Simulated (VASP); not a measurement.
# Ca (I4/mmm) in VASP: single point with r2SCAN

Aim: the single point of Ca with r2SCAN.

Program: VASP 6.6.1. These are calculated values, not measurements. Logs are shortened: lines on timing, memory, paths and dates and some standing lists are left out, and cuts for length are marked.

### Step 1. The structure

It takes space group I4/mmm (No. 139, tetragonal). The conventional cell has a = 4.431 Å, b = 4.431 Å, c = 4.412 Å, α = 90.00°, β = 90.00°, γ = 90.00°. Ca (site symmetry 4/mmm) is surrounded by 8 Ca at 3.83 Å.

This isn't the form of Ca at room conditions, which is fcc.

### Step 2. Single point, r2SCAN

The input, POSCAR:

```
Ca
1.0
   -2.2156284409      2.2156284409      2.2057936819
    2.2156284409     -2.2156284409      2.2057936819
    2.2156284409      2.2156284409     -2.2057936819
Ca
1
Direct
    0.5000000000      0.5000000000      0.0000000000
```

The input, INCAR.step1:

```
ALGO = Normal
EDIFF = 1E-4
ENCUT = 520
GGA = PE
ISMEAR = 0
LASPH = True
LCHARG = False
LREAL = False
LWAVE = True
NBANDS = 11
NELM = 100
PREC = Accurate
SIGMA = 0.1
```

The input, INCAR.step2:

```
ALGO = Normal
EDIFF = 1E-7
ENCUT = 520
ISIF = 2
ISMEAR = 0
ISTART = 1
LASPH = True
LCHARG = True
LELF = True
LMIXTAU = True
LREAL = False
LVHAR = True
LWAVE = False
METAGGA = R2SCAN
NBANDS = 11
NELM = 100
PREC = Accurate
SIGMA = 0.1
```

The input, KPOINTS:

```
k-points
0
Gamma
  14 14 14
```

Potentials or basis: VASP PAW PBE potentials, release 64 (Ca_sv).

On the command line:

```sh
> cat potpaw_PBE.64/Ca_sv/POTCAR > POTCAR
> cp INCAR.step1 INCAR
> mpirun -np 1 vasp_std > vasp.out
> cp INCAR.step2 INCAR
> mpirun -np 1 vasp_std > vasp.out
```

OUTCAR:

```text
EDIFF = 1E-7
   ENCUT = 520
   ISIF = 2
   ISMEAR = 0
   ISTART = 1
   LASPH = True
   LREAL = False
   METAGGA = R2SCAN
   NELM = 100
   PREC = Accurate

 ion  position               nearest neighbor table
   1  0.500  0.500  0.000-

  LATTYP: Found a body centered tetragonal cell.
 ALAT       =     4.4312568818
 C/A-ratio  =     0.9955611876

  Lattice vectors:

 A1 = (  -2.2156284409,   2.2156284409,   2.2057936819)
 A2 = (   2.2156284409,  -2.2156284409,   2.2057936819)
 A3 = (   2.2156284409,   2.2156284409,  -2.2057936819)

Analysis of symmetry for initial positions (statically):
=====================================================================
 Subroutine PRICEL returns:
 Original cell was already a primitive cell.

 Routine SETGRP: Setting up the symmetry group for a
 body centered tetragonal supercell.

 Subroutine GETGRP returns: Found 16 space group operations
 (whereof 16 operations were pure point group operations)
 out of a pool of 16 trial point group operations.

The static configuration has the point symmetry D_4h.

Analysis of symmetry for dynamics (positions and initial velocities):
=====================================================================
 Subroutine PRICEL returns:
 Original cell was already a primitive cell.

 Routine SETGRP: Setting up the symmetry group for a
 body centered tetragonal supercell.

 Subroutine GETGRP returns: Found 16 space group operations
 (whereof 16 operations were pure point group operations)
 out of a pool of 16 trial point group operations.

The dynamic configuration has the point symmetry D_4h.

 Subroutine INISYM returns: Found 16 space group operations
 (whereof 16 operations are pure point group operations),
 and found     1 'primitive' translations

----------------------------------------------------------------------------------------

                                     Primitive cell

  volume of cell :      43.3130

  direct lattice vectors                    reciprocal lattice vectors
    -2.215628441  2.215628441  2.205793682     0.000000000  0.225669607  0.226675778
     2.215628441 -2.215628441  2.205793682     0.225669607  0.000000000  0.226675778
     2.215628441  2.215628441 -2.205793682     0.225669607  0.225669607  0.000000000

  length of vectors
     3.831911343  3.831911343  3.831911343     0.319857281  0.319857281  0.319145019

[... 83 lines left out ...]
   NFREE  =      0    steps in history (QN), initial steepest desc. (CG)
   ISIF   =      2    stress and relaxation
   ISYM   =      2    0-nonsym 1-usesym 2-fastsym
   POTIM  = 0.5000    time-step for ionic-motion
   TEBEG  =    0.0;   TEEND  =   0.0 temperature during run
   PSTRESS=    0.0 pullay stress
   NELECT =      10.0000    total number of electrons
   NUPDOWN=      -1.0000    fix difference up-down
   EMIN   =  10.00;   EMAX   =-10.00  energy-range for DOS
   EFERMI =   0.00;   METHOD = LEGACY
   ISMEAR =     0;   SIGMA  =   0.10  broadening in eV -4-tet -1-fermi 0-gaus
   EFERMI_NEDOS =   21; number of points for ismear=-14 and -15
   IALGO  =     38    algorithm
   IMIX   =      4    mixing-type and parameters
     AMIX     =   0.40;   BMIX     =  1.00
     AMIX_MAG =   1.60;   BMIX_MAG =  1.00
  volume/ion in A,a.u.               =      43.31       292.29
  Fermi-wavevector in a.u.,A,eV,Ry     =   1.004312  1.897874 13.723411  1.008642
  Thomas-Fermi vector in A             =   2.136920
   LORBIT       =      0    0 simple, 1 ext, 2 COOP (PROOUT), +10 PAW based schemes
   METAGGA = R2SCAN    functional components
   LHFCALC =     F    Hartree Fock is set to
   AEXX    =    0.0000 exact exchange contribution
   IVDW    =     0    specifies the selected vdW correction
   LEPSILON=     F    determine dielectric tensor
   LRPA    =     F    only Hartree local field effects (RPA)
 non-spin polarized calculation
 Gauss-broadening in eV      SIGMA  =   0.10
  energy-cutoff  :      520.00
  volume of cell :       43.31
 maximum number of plane-waves:      1184
   NGX = 15   NGY = 15   NGZ = 15

 number of electron       9.9999999 magnetization

 Free energy of the ion-electron system (eV)
  ---------------------------------------------------
  ext. energy  EPLUGINS =         0.00000000
  ---------------------------------------------------
  free energy    TOTEN  =        -7.01918914 eV

  energy without entropy =       -7.01168586  energy(sigma->0) =       -7.01543750

 E-fermi :   1.9422     XC(G=0):  -8.1336

 val. band max:        1.9419931530   @ k =  -0.2857  -0.4286   0.1429
 cond. band min:       1.9442955596   @ k =  -0.2857   0.5000   0.2857
 fundamental gap:      0.0023024066
 Fermi energy:         1.9422137147

 k-point     1 :       0.0000    0.0000    0.0000
  band No.  band energies     occupation
      1     -41.9542      2.00000
      2     -21.9834      2.00000
      3     -21.9828      2.00000
      4     -21.9828      2.00000
      5      -2.3405      2.00000
      6       4.5548      0.00000
      7       4.5756      0.00000
      8       4.5756      0.00000
      9       5.6248      0.00000
     10       5.6506      0.00000
     11      12.5671      0.00000
[... 309 lines left out ...]
 k-point    24 :       0.2857    0.1429    0.0000
  band No.  band energies     occupation
      1     -41.9420      2.00000
      2     -22.0911      2.00000
      3     -22.0242      2.00000
      4     -21.9916      2.00000
      5       0.0589      2.00000
      6       2.8796      0.00000
      7       3.5433      0.00000
      8       5.4410      0.00000
      9       5.8933      0.00000
     10       6.2390      0.00000
     11       8.4606      0.00000

 [... further k-points ...]

------------------------ aborting loop because EDIFF is reached ----------------------------------------

  FORCE on cell =-STRESS in cart. coord.  units (eV):
  Direction    XX          YY          ZZ          XY          YZ          ZX
  --------------------------------------------------------------------------------------
  -------------------------------------------------------------------------------------
  Total        0.0149623      0.0149623      0.0132585      0.0000000      0.0000000      0.0000000
  in kB        0.5534666      0.5534666      0.4904396      0.0000000      0.0000000      0.0000000
  external PRESSURE =       0.5324576 kB  Pullay stress =       0.0000000 kB

 VOLUME and BASIS-vectors are now :
 -----------------------------------------------------------------------------
  energy-cutoff  :      520.00
  volume of cell :       43.31
      direct lattice vectors                 reciprocal lattice vectors
    -2.215628441  2.215628441  2.205793682     0.000000000  0.225669607  0.226675778
     2.215628441 -2.215628441  2.205793682     0.225669607  0.000000000  0.226675778
     2.215628441  2.215628441 -2.205793682     0.225669607  0.225669607  0.000000000

 POSITION                                       TOTAL-FORCE (eV/Angst)
 -----------------------------------------------------------------------------------
      0.00000      0.00000      2.20579        -0.000000      0.000000      0.000000
 -----------------------------------------------------------------------------------
    total drift:                                0.000000     -0.000000      0.000000

  FREE ENERGIE OF THE ION-ELECTRON SYSTEM (eV)
  ---------------------------------------------------
  free  energy   TOTEN  =        -7.0191891353 eV

  energy  without entropy=       -7.0116858598  energy(sigma->0) =       -7.01543750
```

OSZICAR.step1:

```text
N       E                     dE             d eps       ncg     rms          rms(c)
DAV:   1     0.693944355324E+02    0.69394E+02   -0.53220E+03  5368   0.804E+02
DAV:   2     0.139850043869E+01   -0.67996E+02   -0.67404E+02  5812   0.217E+02
DAV:   3    -0.178003327542E+01   -0.31785E+01   -0.31477E+01  9519   0.392E+01
DAV:   4    -0.192118412993E+01   -0.14115E+00   -0.14073E+00  6793   0.496E+00
DAV:   5    -0.192257067861E+01   -0.13865E-02   -0.13864E-02  7583   0.578E-01    0.222E+00
DAV:   6    -0.191649209665E+01    0.60786E-02   -0.11046E-02  6651   0.114E+00    0.136E+00
DAV:   7    -0.191575333564E+01    0.73876E-03   -0.17341E-02  6129   0.151E+00    0.997E-02
DAV:   8    -0.191532727055E+01    0.42607E-03   -0.18017E-03  6293   0.416E-01    0.192E-02
DAV:   9    -0.191534657288E+01   -0.19302E-04   -0.89235E-05  5795   0.764E-02
   1 F= -.19153466E+01 E0= -.19110639E+01  d E =-.856535E-02
```

It took 4.5 min on 1 thread of Intel Xeon Platinum 8488C (Sapphire Rapids), shared host; peak memory 0.25 GiB.

Results:

| Property | Result |
| --- | --- |
| Free energy | -7.0192 eV |
| Pressure | 0.1 GPa |
| Band gap on the k mesh | none (metal or under the smearing width) |

Levels at points of the mesh, in eV from the Fermi level:
| k point | band 2 | band 3 | band 4 | band 5 | band 6 | band 7 | band 8 | band 9 |
| --- | --- | --- | --- | --- | --- | --- | --- | --- |
| (0.00, 0.00, 0.00) | -23.93 | -23.93 | -23.93 | -4.28 | 2.61 | 2.63 | 2.63 | 3.68 |
| (0.50, 0.00, 0.00) | -24.06 | -23.97 | -23.93 | -0.85 | -0.15 | 1.59 | 3.62 | 3.99 |
| (0.50, 0.50, 0.00) | -24.06 | -23.97 | -23.92 | -0.86 | -0.17 | 1.62 | 3.59 | 3.97 |
| (0.50, 0.50, 0.50) | -24.02 | -24.02 | -24.02 | 0.16 | 0.17 | 4.05 | 4.05 | 4.13 |

Caveat: the PAW data sets were made with another functional, which shifts forces and pressure a little.
